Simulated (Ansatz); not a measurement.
## CoO: Heisenberg model from the force theorem

Method: Ansatz, DFT PBE+U, scalar-relativistic, plane waves, PAW.

```
CELL_PARAMETERS angstrom
0.00000 2.31925 2.31925
2.31925 0.00000 2.31925
2.31925 2.31925 0.00000
ATOMIC_POSITIONS crystal
Co 0.00000 0.00000 0.00000
O 0.25000 0.25000 0.25000
```

The plane-wave cutoff is 420 eV. The Γ-centred k-mesh is 14×14×14 and the occupation rule is Fermi–Dirac smearing, 0.05 eV. The U_eff on Löwdin-orthogonalised atomic d orbitals is Co 3.32 eV. The list of starting moments (μB, in atom order) is 3 0. The check for lower electronic states after the SCF is on.

Converged site moments (μB): Co +2.48, O +0.20. Site moments are spin moments in atom-centred spheres that scale with the neighbour distance. Atoms are counted from 1 in the order above. Couplings come from the magnetic force theorem on a 8×8×8 mesh, for E = −Σ J e·e over ordered pairs of unit vectors, so positive J favours parallel moments.

What are the nearest couplings and the ordering temperature?

The couplings:

```csv
atom,partner,distance (Å),J (meV),count
Co1,Co1,3.28,-6.99,12
Co1,Co1,4.64,-0.47,6
Co1,Co1,5.68,0.12,24
Co1,Co1,6.56,0.10,12
Co1,Co1,7.33,0.01,24
Co1,Co1,8.03,-0.02,8
Co1,Co1,8.68,-0.01,48
Co1,Co1,9.28,0.00,6
```

With all couplings within the mesh's reach, farther shells too, the ordering temperature for classical moments is 210 K in mean field, which tends to overestimate it. It belongs to the order with wave vector (0.25, -0.50, -0.25) in units of the cell's reciprocal vectors, which these couplings favour, so the state that was run needn't be the lowest (a margin of a few per cent between wave vectors isn't resolved by couplings this rough).

Cost: 1 run of about 1.8 core-minutes, on Intel Xeon Processor @ 2.70GHz (shared hosts).